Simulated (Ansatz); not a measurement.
# Si: the cost of one run

Program: Ansatz 0.2.0. Level of theory: DFT PBE, scalar-relativistic, plane waves, PAW. These are calculated values, not measurements.

## Step 1: Starting point

Symmetry: P6_522, No. 179, hexagonal system. Conventional cell: a = 7.063 Å, b = 7.063 Å, c = 4.799 Å, α = 90.00°, β = 90.00°, γ = 120.00°. Si (site symmetry 2) is surrounded by 4 Si at 2.20 to 2.21 Å. Si (site symmetry 2) has 4 Si at 2.21 to 2.25 Å as nearest neighbours.

Structure file:

```
CELL_PARAMETERS angstrom
7.06297 0.00000 0.00000
-3.53148 6.11671 0.00000
0.00000 0.00000 4.79949
ATOMIC_POSITIONS crystal
Si 0.28984 0.00000 0.00000
Si 0.00000 0.28984 0.66667
Si 0.71016 0.71016 0.33333
Si 0.71016 0.00000 0.50000
Si 0.00000 0.71016 0.16667
Si 0.28984 0.28984 0.83333
Si 0.40823 0.81646 0.75000
Si 0.18354 0.59177 0.41667
Si 0.40823 0.59177 0.08333
Si 0.59177 0.18354 0.25000
Si 0.81646 0.40823 0.91667
Si 0.59177 0.40823 0.58333
```

The cell is invented: 4-connected net of one element (P6_522, No. 179). Lengths come from tabulated atomic sizes and are only a guess.

## Step 2: Probe: one point on a coarse mesh

File input.yaml:

```yaml
crystal:
  lattice:
    - [7.06296548, 0.0, 0.0]
    - [-3.53148274, 6.11670754, 0.0]
    - [0.0, 0.0, 4.79949436]
  atoms:
    - { symbol: Si, position: [0.28984117, 0.0, 0.0] }
    - { symbol: Si, position: [0.0, 0.28984117, 0.66666667] }
    - { symbol: Si, position: [0.71015883, 0.71015883, 0.33333333] }
    - { symbol: Si, position: [0.71015883, 0.0, 0.5] }
    - { symbol: Si, position: [0.0, 0.71015883, 0.16666667] }
    - { symbol: Si, position: [0.28984117, 0.28984117, 0.83333333] }
    - { symbol: Si, position: [0.40822896, 0.81645793, 0.75] }
    - { symbol: Si, position: [0.18354207, 0.59177104, 0.41666667] }
    - { symbol: Si, position: [0.40822896, 0.59177104, 0.08333333] }
    - { symbol: Si, position: [0.59177104, 0.18354207, 0.25] }
    - { symbol: Si, position: [0.81645793, 0.40822896, 0.91666667] }
    - { symbol: Si, position: [0.59177104, 0.40822896, 0.58333333] }
basis:
  ecutwfc: 420
kpoints:
  mp_grid: { grid: [3, 3, 4] }
hamiltonian:
  xc: pbe
scf:
  occupations: { method: gaussian, width: 0.1 }
  lower_state_search: "off"
output:
  forces: true
  stress: true
  eigenvalues: true
```

Started as:

```sh
$ ansatz run input.yaml --threads 1 --pin off --max-ram 2560MiB --backend cpu --events-out ev --progress --plain --runs-dir out
```

**Question.** How long does this run take on 1 thread of Arm Neoverse V1, shared host, and how much memory does it need?

About 6.4 s, with a peak of 0.36 GiB.
